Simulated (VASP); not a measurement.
# PbS (Cmc2_1) in VASP: single point with PBE

Aim: the single point of PbS with PBE.

Program: VASP 6.6.1. These are calculated values, not measurements. Logs are shortened: lines on timing, memory, paths and dates and some standing lists are left out, and cuts for length are marked.

### Step 1. Starting point

Symmetry: Cmc2_1, No. 36, orthorhombic system. The conventional cell has a = 4.114 Å, b = 7.132 Å, c = 7.560 Å, α = 90.00°, β = 90.00°, γ = 90.00°. Around Pb (site symmetry m) lie 6 S at 2.84 to 3.26 Å. S (site symmetry m) has 6 Pb at 2.84 to 3.26 Å as nearest neighbours.

The cell comes from a database or a generator and needn't be the stable form of this composition.

### Step 2. Single point, PBE

INCAR

```
SYSTEM = PbS
  PREC = Accurate
  ENCUT = 520
  EDIFF = 1E-6
  ISMEAR = 0
  SIGMA = 0.1
  LREAL = .False.
  LASPH = .True.
  NELM = 100
  ALGO = Fast
  ISIF = 2
  LWAVE = .False.
  LCHARG = .True.
  GGA = PE
  LELF = .True.
  LVHAR = .True.
  NBANDS = 28
```

KPOINTS

```
Automatic mesh
0
Gamma
  6 6 4
  0 0 0
```

POSCAR

```
PbS
1.0
    2.0569418400     -3.5658292650      0.0000000000
    2.0569418400      3.5658292650      0.0000000000
    0.0000000000      0.0000000000      7.5599447400
Pb S
2 2
Direct
    0.0010316600      0.9989683400      0.4867318100
    0.9989683400      0.0010316600      0.9867318100
    0.6671454800      0.3328545200      0.6924681900
    0.3328545200      0.6671454800      0.1924681900
```

Potentials or basis: VASP PAW PBE potentials, release 64 (Pb_d, S).

On the command line:

```bash
$ cat potpaw_PBE.64/Pb_d/POTCAR potpaw_PBE.64/S/POTCAR > POTCAR
$ mpirun -np 1 vasp_std > vasp.out
```

OUTCAR:

```text
SYSTEM = PbS
   PREC = Accurate
   ENCUT = 520
   EDIFF = 1E-6
   ISMEAR = 0
   LREAL = .False.
   LASPH = .True.
   NELM = 100
   ISIF = 2
   GGA = PE

 ion  position               nearest neighbor table
   1  0.001  0.999  0.487-   3 2.84   3 2.84   3 2.84   4 3.25   4 3.26   4 3.26   2 3.78   2 3.78

   2  0.999  0.001  0.987-   4 2.84   4 2.84   4 2.84   3 3.25   3 3.26   3 3.26   1 3.78   1 3.78

   3  0.667  0.333  0.692-   1 2.84   1 2.84   1 2.84   2 3.25   2 3.26   2 3.26
   4  0.333  0.667  0.192-   2 2.84   2 2.84   2 2.84   1 3.25   1 3.26   1 3.26

  LATTYP: Found a base centered orthorhombic cell.
 ALAT       =     4.1138836800
 B/A-ratio  =     1.7335586236
 C/A-ratio  =     1.8376661394

  Lattice vectors:

 A1 = (   2.0569418400,  -3.5658292650,   0.0000000000)
 A2 = (   2.0569418400,   3.5658292650,   0.0000000000)
 A3 = (   0.0000000000,   0.0000000000,   7.5599447400)

Analysis of symmetry for initial positions (statically):
=====================================================================
 Subroutine PRICEL returns:
 Original cell was already a primitive cell.

 Routine SETGRP: Setting up the symmetry group for a
 base centered orthorhombic supercell.

 Subroutine GETGRP returns: Found  4 space group operations
 (whereof  2 operations were pure point group operations)
 out of a pool of  8 trial point group operations.

The static configuration has the point symmetry C_1h.
 The point group associated with its full space group is C_2v.

Analysis of symmetry for dynamics (positions and initial velocities):
=====================================================================
 Subroutine PRICEL returns:
 Original cell was already a primitive cell.

 Routine SETGRP: Setting up the symmetry group for a
 base centered orthorhombic supercell.

 Subroutine GETGRP returns: Found  4 space group operations
 (whereof  2 operations were pure point group operations)
 out of a pool of  8 trial point group operations.

The dynamic configuration has the point symmetry C_1h.
 The point group associated with its full space group is C_2v.

 Subroutine INISYM returns: Found  4 space group operations
 (whereof  2 operations are pure point group operations),
 and found     1 'primitive' translations

----------------------------------------------------------------------------------------

                                     Primitive cell

  volume of cell :     110.8999

  direct lattice vectors                    reciprocal lattice vectors
     2.056941840 -3.565829265  0.000000000     0.243079308 -0.140219837  0.000000000
     2.056941840  3.565829265  0.000000000     0.243079308  0.140219837  0.000000000
     0.000000000  0.000000000  7.559944740     0.000000000  0.000000000  0.132276099

  length of vectors
     4.116569941  4.116569941  7.559944740     0.280622795  0.280622795  0.132276099

  position of ions in fractional coordinates (direct lattice)
     0.001031660  0.998968340  0.486731810
     0.998968340  0.001031660  0.986731810
     0.667145480  0.332854520  0.692468190
     0.332854520  0.667145480  0.192468190

  ion indices of the primitive-cell ions
   primitive index   ion index
                 1           1
                 2           2
                 3           3
                 4           4

----------------------------------------------------------------------------------------

 KPOINTS: Automatic mesh

Automatic generation of k-mesh.
 Grid dimensions read from file:
 generate k-points for:    6    6    4

 Generating k-lattice:

  Cartesian coordinates                     Fractional coordinates (reciprocal lattice)
     0.040513218 -0.023369973  0.000000000     0.166666667  0.000000000  0.000000000
     0.040513218  0.023369973  0.000000000     0.000000000  0.166666667  0.000000000
     0.000000000  0.000000000  0.033069025     0.000000000  0.000000000  0.250000000

  Length of vectors
     0.046770466  0.046770466  0.033069025

  Shift w.r.t. Gamma in fractional coordinates (k-lattice)
     0.000000000  0.000000000  0.000000000

 Subroutine IBZKPT returns following result:
 ===========================================

 Found     39 irreducible k-points:

 Following reciprocal coordinates:
            Coordinates               Weight
  0.000000  0.000000  0.000000      1.000000
  0.166667 -0.000000  0.000000      4.000000
  0.333333  0.000000  0.000000      4.000000
  0.500000 -0.000000  0.000000      2.000000
  0.166667  0.166667  0.000000      2.000000
  0.333333  0.166667  0.000000      4.000000
[... 16 lines left out ...]
  0.333333  0.333333  0.250000      4.000000
  0.500000  0.333333  0.250000      8.000000
 [... further k-points ...]
   k-points           NKPTS =     39   k-points in BZ     NKDIM =     39   number of bands    NBANDS=     28
   number of dos      NEDOS =    301   number of ions     NIONS =      4
   total plane-waves  NPLWV =  57344
   dimension x,y,z NGX =    32 NGY =   32 NGZ =   56
   dimension x,y,z NGXF=    64 NGYF=   64 NGZF=  112
   ions per type =               2   2
   NGX,Y,Z   is equivalent  to a cutoff of  12.92, 12.92, 12.31 a.u.
   NGXF,Y,Z  is equivalent  to a cutoff of  25.85, 25.85, 24.63 a.u.
 SYSTEM =  PbS
   PREC   = accura    normal or accurate (medium, high low for compatibility)
   ISTART =      0    job   : 0-new  1-cont  2-samecut
   ICHARG =      2    charge: 1-file 2-atom 10-const
   ISPIN  =      1    spin polarized calculation?
   LNONCOLLINEAR =      F non collinear calculations
   LSORBIT =      F    spin-orbit coupling
   LASPH  =      T    aspherical Exc in radial PAW
   ENCUT  =  520.0 eV  38.22 Ry    6.18 a.u.   7.65  7.65 14.06*2*pi/ulx,y,z
   NELM   =    100;   NELMIN=  2; NELMDL= -5     # of ELM steps
   EDIFF  = 0.1E-05   stopping-criterion for ELM
   LREAL  =      F    real-space projection
   EDIFFG = 0.1E-04   stopping-criterion for IOM
   NSW    =      0    number of steps for IOM
   IBRION =     -1    ionic relax: 0-MD 1-quasi-New 2-CG
   NFREE  =      0    steps in history (QN), initial steepest desc. (CG)
   ISIF   =      2    stress and relaxation
   ISYM   =      2    0-nonsym 1-usesym 2-fastsym
   POTIM  = 0.5000    time-step for ionic-motion
   TEBEG  =    0.0;   TEEND  =   0.0 temperature during run
   PSTRESS=    0.0 pullay stress
   NELECT =      40.0000    total number of electrons
   NUPDOWN=      -1.0000    fix difference up-down
   EMIN   =  10.00;   EMAX   =-10.00  energy-range for DOS
   EFERMI =   0.00;   METHOD = LEGACY
   ISMEAR =     0;   SIGMA  =   0.10  broadening in eV -4-tet -1-fermi 0-gaus
   EFERMI_NEDOS =   21; number of points for ismear=-14 and -15
   IALGO  =     68    algorithm
   IMIX   =      4    mixing-type and parameters
     AMIX     =   0.40;   BMIX     =  1.00
     AMIX_MAG =   1.60;   BMIX_MAG =  1.00
  volume/ion in A,a.u.               =      27.72       187.10
  Fermi-wavevector in a.u.,A,eV,Ry     =   1.165336  2.202165 18.476815  1.358008
  Thomas-Fermi vector in A             =   2.301863
   LORBIT       =      0    0 simple, 1 ext, 2 COOP (PROOUT), +10 PAW based schemes
   GGA     = PE    functional components
   LHFCALC =     F    Hartree Fock is set to
   AEXX    =    0.0000 exact exchange contribution
   IVDW    =     0    specifies the selected vdW correction
   LEPSILON=     F    determine dielectric tensor
   LRPA    =     F    only Hartree local field effects (RPA)
 non-spin polarized calculation
 RMM-DIIS sequential band-by-band and
 Gauss-broadening in eV      SIGMA  =   0.10
  energy-cutoff  :      520.00
  volume of cell :      110.90
 maximum number of plane-waves:      3040
 NGX is ok and might be reduce to    32
   NGX = 15   NGY = 15   NGZ = 29

 number of electron      39.9999996 magnetization

 Free energy of the ion-electron system (eV)
  ---------------------------------------------------
  ext. energy  EPLUGINS =         0.00000000
  ---------------------------------------------------
  free energy    TOTEN  =       -17.31348337 eV

  energy without entropy =      -17.31348066  energy(sigma->0) =      -17.31348202

 E-fermi :   5.3522     XC(G=0):  -9.3566

 val. band max:        5.0997696253   @ k =   0.3333   0.3333   0.0000
 cond. band min:       5.6114067600   @ k =   0.5000   0.5000   0.0000
 fundamental gap:      0.5116371348
 Fermi energy:         5.3521994556

 k-point     1 :       0.0000    0.0000    0.0000
  band No.  band energies     occupation
      1     -11.7455      2.00000
      2     -11.7018      2.00000
      3     -11.7014      2.00000
      4     -11.6890      2.00000
      5     -11.6887      2.00000
      6     -11.6646      2.00000
[... 20 lines left out ...]
     27      12.1908      0.00000
     28      12.9786      0.00000

 k-point     2 :       0.1667   -0.0000    0.0000
  band No.  band energies     occupation
      1     -11.7396      2.00000
      2     -11.7226      2.00000
      3     -11.6956      2.00000
      4     -11.6899      2.00000
      5     -11.6750      2.00000
      6     -11.6746      2.00000
[... 20 lines left out ...]
     27      11.3820      0.00000
     28      12.1229      0.00000

 k-point     3 :       0.3333    0.0000    0.0000
  band No.  band energies     occupation
      1     -11.7774      2.00000
      2     -11.7253      2.00000
      3     -11.7132      2.00000
      4     -11.6828      2.00000
      5     -11.6818      2.00000
      6     -11.6473      2.00000
[... 20 lines left out ...]
     27      11.3560      0.00000
     28      13.1456      0.00000

 k-point     4 :       0.5000   -0.0000    0.0000
  band No.  band energies     occupation
      1     -11.8030      2.00000
      2     -11.7234      2.00000
      3     -11.7224      2.00000
      4     -11.6841      2.00000
      5     -11.6811      2.00000
      6     -11.6541      2.00000
[... 578 lines left out ...]
     27      11.6334      0.00000
     28      12.8530      0.00000

 k-point    23 :       0.3333    0.3333    0.2500
  band No.  band energies     occupation
      1     -11.7494      2.00000
      2     -11.7494      2.00000
      3     -11.6931      2.00000
      4     -11.6737      2.00000
      5     -11.6737      2.00000
      6     -11.6567      2.00000
[... 20 lines left out ...]
     27      12.6072      0.00000
     28      12.6135      0.00000

 k-point    24 :       0.5000    0.3333    0.2500
  band No.  band energies     occupation
      1     -11.7722      2.00000
      2     -11.7270      2.00000
      3     -11.7008      2.00000
      4     -11.6823      2.00000
      5     -11.6743      2.00000
      6     -11.6569      2.00000
[... 20 lines left out ...]
     27      11.6107      0.00000
     28      12.8507      0.00000

 [... further k-points ...]
[... 5 lines left out ...]
  --------------------------------------------------------------------------------------
  -------------------------------------------------------------------------------------
  Total        0.6622066      0.6405333      0.5669441      0.0000000      0.0000000      0.0000000
  in kB        9.5669374      9.2538221      8.1906738      0.0000000      0.0000000      0.0000000
  external PRESSURE =       9.0038111 kB  Pullay stress =       0.0000000 kB

 VOLUME and BASIS-vectors are now :
 -----------------------------------------------------------------------------
  energy-cutoff  :      520.00
  volume of cell :      110.90
      direct lattice vectors                 reciprocal lattice vectors
     2.056941840 -3.565829265  0.000000000     0.243079308 -0.140219837  0.000000000
     2.056941840  3.565829265  0.000000000     0.243079308  0.140219837  0.000000000
     0.000000000  0.000000000  7.559944740     0.000000000  0.000000000  0.132276099

 POSITION                                       TOTAL-FORCE (eV/Angst)
 -----------------------------------------------------------------------------------
      2.05694      3.55847      3.67967         0.000000      0.006521     -0.061201
      2.05694     -3.55847      7.45964         0.000000     -0.006521     -0.061201
      2.05694     -1.19202      5.23502         0.000000     -0.003551      0.061201
      2.05694      1.19202      1.45505         0.000000      0.003551      0.061201
 -----------------------------------------------------------------------------------
    total drift:                               -0.000000     -0.000000     -0.000478

  FREE ENERGIE OF THE ION-ELECTRON SYSTEM (eV)
  ---------------------------------------------------
  free  energy   TOTEN  =       -17.3134833724 eV

  energy  without entropy=      -17.3134806595  energy(sigma->0) =      -17.31348202
```

Wall time 82 s (1 thread of Intel Xeon 6975P-C (Granite Rapids), shared host); peak memory 0.28 GiB.

Results:

```
Free energy            : -17.3135 eV
Pressure               : 0.9 GPa
Largest force          : 0.062 eV/Å
Band gap on the k mesh : 0.51 eV, indirect (least direct gap 1.14 eV)
```

Forces on the atoms (eV/Å):
```
Pb   0.000  0.007 -0.061
Pb   0.000 -0.007 -0.061
S    0.000 -0.004  0.061
S    0.000  0.004  0.061
```

Caveat: spin-orbit coupling is left out, which as a rule narrows the gap of such compounds by several tenths of an eV. A k mesh can miss the band edges.
